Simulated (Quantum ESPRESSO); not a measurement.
A calculation with Quantum ESPRESSO 7.5 of ZnAu (native input, structure typed inline):

pw.in

```
&CONTROL
  calculation = 'scf'
  prefix = 'pwscf'
  outdir = './tmp'
  pseudo_dir = './pseudo'
  tprnfor = .true.
  tstress = .true.
  disk_io = 'low'
/
&SYSTEM
  ibrav = 0
  nat = 2
  ntyp = 2
  ecutwfc = 56
  ecutrho = 448
  nbnd = 23
  occupations = 'smearing'
  smearing = 'fd'
  degauss = 0.00367493
/
&ELECTRONS
  conv_thr = 4d-10
  electron_maxstep = 120
  mixing_beta = 0.5
/
ATOMIC_SPECIES
Au   196.9666 au_pbesol_v1.uspp.F.UPF
Zn    65.3800 zn_pbesol_v1.uspp.F.UPF
CELL_PARAMETERS angstrom
   3.1470000000    0.0000000000    0.0000000000
   0.0000000000    3.1470000000    0.0000000000
   0.0000000000    0.0000000000    3.1470000000
ATOMIC_POSITIONS crystal
Au     0.0000000000    0.0000000000    0.0000000000
Zn     0.5000000000    0.5000000000    0.5000000000
K_POINTS automatic
8 8 8 0 0 0
```

File pp_density.in:

```
&INPUTPP
  prefix = 'pwscf'
  outdir = './tmp'
  filplot = 'density.dat'
  plot_num = 0
/
&PLOT
  nfile = 1
  filepp(1) = 'density.dat'
  iflag = 3
  output_format = 6
  fileout = 'density.cube'
/
```

pp_potential.in

```
&INPUTPP
  prefix = 'pwscf'
  outdir = './tmp'
  filplot = 'potential.dat'
  plot_num = 11
/
&PLOT
  nfile = 1
  filepp(1) = 'potential.dat'
  iflag = 3
  output_format = 6
  fileout = 'potential.cube'
/
```

Potentials or basis: GBRV 1.5 PBEsol.

The run is started by

```bash
$ OMP_NUM_THREADS=1 mpirun -n 2 pw.x -nk 2 -in pw.in > pw.out
$ OMP_NUM_THREADS=1 mpirun -n 1 pp.x -in pp_density.in > pp_density.out
$ OMP_NUM_THREADS=1 mpirun -n 1 pp.x -in pp_potential.in > pp_potential.out
```

Write the same calculation in another form: ASE script, structure from a POSCAR.

As run:

run.py

```python
import numpy as np
from ase.calculators.espresso import Espresso, EspressoProfile
from ase.io import read

atoms = read('POSCAR')

input_data = {
    'control': {'calculation': 'scf', 'prefix': 'pwscf', 'outdir': './tmp', 'tprnfor': True, 'tstress': True, 'disk_io': 'nowf'},
    'system': {'ecutwfc': 56.0, 'ecutrho': 448.0, 'nbnd': 23, 'occupations': 'smearing', 'smearing': 'fd', 'degauss': 0.00367493},
    'electrons': {'conv_thr': 4e-10, 'electron_maxstep': 120, 'mixing_beta': 0.5},
}
pseudopotentials = {'Au': 'au_pbesol_v1.uspp.F.UPF', 'Zn': 'zn_pbesol_v1.uspp.F.UPF'}
profile = EspressoProfile(command='mpirun -n 2 pw.x -nk 2', pseudo_dir='pseudo')
dft = Espresso(profile=profile, input_data=input_data, pseudopotentials=pseudopotentials, kpts=(8, 8, 8), koffset=(0, 0, 0))
atoms.calc = dft

print(f'energy {atoms.get_potential_energy():.8f} eV')
print('forces (eV/A)')
print(np.round(atoms.get_forces(), 6))
print('stress (eV/A^3, Voigt)')
print(np.round(atoms.get_stress(), 8))
print(f'Fermi level {dft.get_fermi_level():.4f} eV')
```

The input POSCAR:

```
ZnAu
1.0
    3.1470000000      0.0000000000      0.0000000000
    0.0000000000      3.1470000000      0.0000000000
    0.0000000000      0.0000000000      3.1470000000
Au Zn
1 1
Direct
    0.0000000000      0.0000000000      0.0000000000
    0.5000000000      0.5000000000      0.5000000000
```

Potentials or basis: GBRV 1.5 PBEsol.

Launch:

```bash
$ OMP_NUM_THREADS=1 python run.py
```

Both were run:

|  | native input, structure typed inline | ASE script, structure from a POSCAR |
| --- | --- | --- |
| Pressure | -2.4 GPa | -2.4 GPa |
| Band gap on the k mesh | none (metal or under the smearing width) | none (metal or under the smearing width) |

Keys that steer only the numerical path or the files written may differ.
